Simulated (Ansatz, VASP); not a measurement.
**AlCu3 in VASP and in Ansatz**

```
CELL_PARAMETERS angstrom
0.00000 2.88347 2.88347
2.88347 0.00000 2.88347
2.88347 2.88347 0.00000
ATOMIC_POSITIONS crystal
Al 0.00000 0.00000 0.00000
Cu 0.50000 0.50000 0.50000
Cu 0.25000 0.25000 0.25000
Cu 0.75000 0.75000 0.75000
```

Alike in both runs: functional PBEsol; k mesh 12 × 12 × 12; occupations gaussian, width 0.1 eV; no spin polarisation.

Ansatz relaxed the structure, and its values are those at the end. VASP's run is a single point on that final structure, the one shown.

|  | VASP | Ansatz |
| --- | --- | --- |
| version | VASP 6.6.1 | Ansatz 0.2.0 |
| potentials or method | VASP PAW PBE potentials, release 64 (Al, Cu) | scalar-relativistic, plane waves, PAW |
| plane-wave cutoff (eV) | 520 | 420 |
| valence electrons in the cell | 36 | 60 |

```csv
,VASP,Ansatz,Ansatz less VASP
gap on the k mesh at the Fermi level (eV),none,none,-
pressure (GPa),0.7,0.0,-0.71
```

A gap of «none» marks a metal or a gap that the smearing closes. The two sets of potentials don't hold the same shells in valence.

Caveats: the PAW data sets were made with another functional, which shifts forces and pressure a little (VASP).
